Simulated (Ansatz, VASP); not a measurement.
**One calculation of TiSi2, two programs**

```
Ti Si
1.0
     0.00000    4.17170    4.31900
     2.42096    0.00000    4.31900
     2.42096    4.17170    0.00000
Ti Si
2 4
Direct
  0.75000 0.75000 0.75000
  0.50000 0.50000 0.50000
  0.41257 0.08743 0.41257
  0.08743 0.41257 0.08743
  0.16257 0.83743 0.16257
  0.83743 0.16257 0.83743
```

Change from the starting cell: volume scaled by 1.04.

Alike in both runs: task single point; functional PBEsol; k mesh 7 × 7 × 7; occupations fermi-dirac, width 0.05 eV; no spin polarisation.

|  | VASP | Ansatz |
| --- | --- | --- |
| version | VASP 6.6.1 | Ansatz 0.2.0 |
| potentials or method | VASP PAW PBE potentials, release 64 (Ti_sv, Si), cutoff 520 eV | all-electron LAPW, scalar-relativistic |

```tsv
	VASP	Ansatz	Ansatz less VASP
gap on the k mesh at the Fermi level (eV)	none	none	-
pressure (GPa)	-7.1	-7.2	-0.16
largest component of the traceless stress (GPa)	0.34	0.36	+0.016
rms of the force components (eV/Å)	0.013	0.012	-0.0003
```

Atom by atom the forces differ by 0.000 eV/Å (rms over components). A gap of «none» marks a metal or a gap that the smearing closes. Ansatz ran all-electron here, so the differences hold the error of VASP's frozen core and of both bases.

Caveats: the PAW data sets were made with another functional, which shifts forces and pressure a little (VASP).
